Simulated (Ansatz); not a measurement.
Runs of Ansatz 0.2.0 on GaAs. The structure is cubic, space group F-43m (No. 216). Conventional cell: a = 5.654 Å, b = 5.654 Å, c = 5.654 Å, α = 90.00°, β = 90.00°, γ = 90.00°. Around As (site symmetry -43m) lie 4 Ga at 2.45 Å. Ga (site symmetry -43m) is surrounded by 4 As at 2.45 Å. 

```csv
task,level,potentials or basis,cell,k mesh,cutoff (eV),points for each segment of the path,gap on the mesh (eV),pressure (GPa),relaxed volume (Å³/atom)
relaxation of cell and atoms,BLYP+D4,Ansatz PAW,relaxed,8 × 8 × 8,420,-,-,0.0,(b)
band structure,HF,Ansatz PAW,as given,5 × 5 × 5,420,4,7.19,4.8,-
band structure,PBE,Ansatz NC,as given,8 × 8 × 8,1143,14,0.51,3.4,-
relaxation of cell and atoms,RPBE,Ansatz PAW,relaxed,8 × 8 × 8,420,-,-,0.0,(a)
```

Alike in all rows: no spin polarisation; smearing fermi-dirac 0.05 eV.

Task: Estimate the missing entries.

Result: (a) 24.45; (b) 22.85.

Caveats: the PAW data sets come from PBE, with cores solved anew for the run's functional, which leaves a small shift of forces and pressure (some runs); the plane-wave basis is chosen anew once the cell has moved, so the energies of steps on either side of that aren't comparable (some runs); the thresholds are loose for stress (some runs).

A k mesh can miss the band edges, and the runs leave out spin-orbit coupling on As, Ga.
